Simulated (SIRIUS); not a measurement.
## Te under changes of volume

One of the cells (34.604 Å³/atom); the others are scaled copies at fixed shape and fractional positions:

```xyz
3
Lattice="4.4835 0.0000 0.0000 -2.2417 3.8828 0.0000 0.0000 0.0000 5.9632" Properties=species:S:1:pos:R:3 pbc="T T T"
Te    1.6387    2.8383    0.0000
Te   -0.6030    1.0445    3.9755
Te    1.2061    0.0000    1.9877
```

* Program: SIRIUS 7.12.0
* Functional: PBEsol
* Potentials or basis: all-electron FP-LAPW
* Cutoff: 149 eV
* Basis: apw+lo standard
* k mesh: 7 × 7 × 5
* Occupations: fermi-dirac, width 0.05 eV
* Spin: no spin polarisation

```csv
volume (Å³/atom),energy over the lowest point (meV/atom),gap on the mesh (eV)
31.890,10.28,0.57
32.568,2.71,0.58
33.247,0.00,0.59
34.604,8.39,0.60
35.282,17.85,0.60
35.961,?,?
```

Q: What does the run at 35.961 Å³/atom give?

A: Energy over the lowest point 30.85 meV/atom; gap on the mesh 0.60 eV.

Worked out: A Birch-Murnaghan fit of order 3 (a polynomial in V^(-2/3)) to the other rows has its minimum at 33.26 Å³/atom with B0 = V·E''(V) = 53 GPa and B' = 5.7 at fixed shape and positions, which overstates the stiffness. It gives 30.46 meV/atom at 35.961 Å³/atom, against the run's 30.85. A straight line through the other rows of the gap, of slope 0.3 eV per unit of ln V, extrapolates to 0.61 eV, against the run's 0.60.

Energies are extrapolated to zero smearing.

Caveats: spin-orbit coupling is left out, which moves the levels of the heavy elements; an odd mesh through Γ misses points on the zone boundary, where band edges often lie.
